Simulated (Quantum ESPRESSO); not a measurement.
**TiAl: zone-centre phonons under several settings**

```
CELL_PARAMETERS angstrom
3.17906 0.00000 0.00000
0.00000 3.17906 0.00000
0.00000 0.00000 3.17906
ATOMIC_POSITIONS crystal
Ti 0.00000 0.00000 0.00000
Al 0.50000 0.50000 0.50000
```

The cell comes from a database or a generator and needn't be the stable form of this composition.

All runs used Quantum ESPRESSO 7.5; potentials GBRV 1.5 PBEsol; k mesh 8 × 8 × 8; no spin polarisation; cutoff 612 eV; occupations cold, width 0.2 eV.

| level | geometry | volume (Å³/atom) | pressure (GPa) | lowest optical mode without the field (cm⁻¹) |
| --- | --- | --- | --- | --- |
| PBEsol | relaxed at 0 GPa | ? | 0.0 | ? |
| PBEsol | relaxed at 10 GPa | 14.61 | 10.0 | 361 |
| PBEsol | relaxed at 25 GPa | 13.45 | 25.0 | 404 |
| PBEsol | relaxed at 50 GPa | 12.15 | 50.0 | 459 |
| PBEsol | relaxed at 80 GPa | 11.11 | 80.0 | 508 |

Problem. What stands in the row left open?

Solution. Volume 15.72 Å³/atom; lowest optical mode without the field 324 cm⁻¹.

Caveats: the mesh is thin for the phonons of a metal; the cell is more than 3 GPa from zero pressure, which shifts response properties (some runs); the volume moved by over 15 % at a fixed basis, so the end points are rough (some runs).

For the row left open. Caveat: the mesh is thin for the phonons of a metal.
